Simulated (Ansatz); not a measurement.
Cu2O: calculated against measured nuclear parameters

Cell of run 1: a structure deposited in the COD (the entry's cell lengths or inner coordinates differ somewhat from later room-temperature determinations).

```
Cu O
1.0
     4.26000    0.00000    0.00000
     0.00000    4.26000    0.00000
     0.00000    0.00000    4.26000
Cu O
4 2
Direct
  0.25000 0.25000 0.25000
  0.25000 0.75000 0.75000
  0.75000 0.75000 0.25000
  0.75000 0.25000 0.75000
  0.00000 0.00000 0.00000
  0.50000 0.50000 0.50000
```

Atoms are numbered from 1 in the order listed; like atoms form one site, named after its first atom.

All runs are DFT with Ansatz 0.2.0 (plane waves and PAW, scalar-relativistic unless spin–orbit coupling is named, Γ-centred meshes, Fermi–Dirac smearing) in this cell.

Run 1: PBE, atoms as given; 420 eV, 7×7×7 k-points, smearing 0.02 eV.
Run 2: r2SCAN, at the relaxed atoms; 500 eV, 7×7×7 k-points, smearing 0.02 eV.
Run 3: LDA, at the relaxed atoms; 420 eV, 7×7×7 k-points, smearing 0.02 eV.

Relaxed positions (PBE, cell held):

```
CELL_PARAMETERS angstrom
4.26000 0.00000 0.00000
0.00000 4.26000 0.00000
0.00000 0.00000 4.26000
ATOMIC_POSITIONS crystal
Cu 0.25000 0.25000 0.25000
Cu 0.25000 0.75000 0.75000
Cu 0.75000 0.75000 0.25000
Cu 0.75000 0.25000 0.75000
O 0.00000 0.00000 0.00000
O 0.50000 0.50000 0.50000
```

The measured V_zz are derived from measured couplings with the nuclear moments that the source uses.

**Question.** Give |V_zz| at Cu for each run, and set them against experiment.

**Answer.** 

```json
{"quantity": "|V_zz| at Cu", "unit": "10²¹ V/m²", "measured": "9.8", "run 1": "5.30", "run 2": "7.84", "run 3": "4.98"}
```

For the |V_zz| at Cu, the closest is run 2 (-20 %), the farthest run 3 (-49 %).

**Where the measured values come from.**

“Density functional theory-based electric field gradient database”, 2020, arXiv:2005.09255 quotes: |V_zz| at Cu 9.8 × 10²¹ V/m².

The runs hold the atoms at rest, while the measurements include thermal motion.

Semilocal functionals underestimate gradients at Cu(I) with two or three neighbours, in Cu₂O by a fifth to nearly a half. The cell isn't the equilibrium one in run 3 (calculated pressure -8 GPa), and the entry's cell may itself be off.
